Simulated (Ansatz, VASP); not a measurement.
# Two plane-wave programs on AlN

```
Al N
1.0
     6.25951    0.00000    0.00000
    -3.12976    5.42090    0.00000
     0.00000    0.00000    5.01740
Al N
8 8
Direct
  0.33333 0.16667 0.49924
  0.16667 0.33333 0.99924
  0.33333 0.66667 0.49924
  0.16667 0.83333 0.99924
  0.83333 0.16667 0.49924
  0.66667 0.33333 0.99924
  0.83333 0.66667 0.49924
  0.66667 0.83333 0.99924
  0.33333 0.16667 0.88076
  0.16667 0.33333 0.38076
  0.33333 0.66667 0.88076
  0.16667 0.83333 0.38076
  0.83333 0.16667 0.88076
  0.66667 0.33333 0.38076
  0.83333 0.66667 0.88076
  0.66667 0.83333 0.38076
```

Alike in both runs: functional PBE; k mesh 2 × 2 × 3; no spin polarisation.

Ansatz relaxed the structure, and its values are those at the end. VASP's run is a single point on that final structure, the one shown.

```csv
,VASP,Ansatz
version,VASP 6.6.1,Ansatz 0.2.0
potentials or method,"VASP PAW PBE potentials, release 64 (Al, N)",plane-wave PAW DFT
plane-wave cutoff (eV),520,420
occupations,"gaussian, width 0.01 eV",fixed
valence electrons in the cell,64,64
```

VASP gave:

* gap on the k mesh at the Fermi level (eV): 4.04
* rms of the force components (eV/Å): 0.007

Q: What did Ansatz give for the same quantities?

A: gap on the k mesh at the Fermi level (eV): 4.03; rms of the force components (eV/Å): 0.009.

Caveats: the k mesh is coarse (spacing up to 0.58 Å⁻¹), so the values aren't converged. PBE gaps usually lie below the measured ones, often by a third to a half.
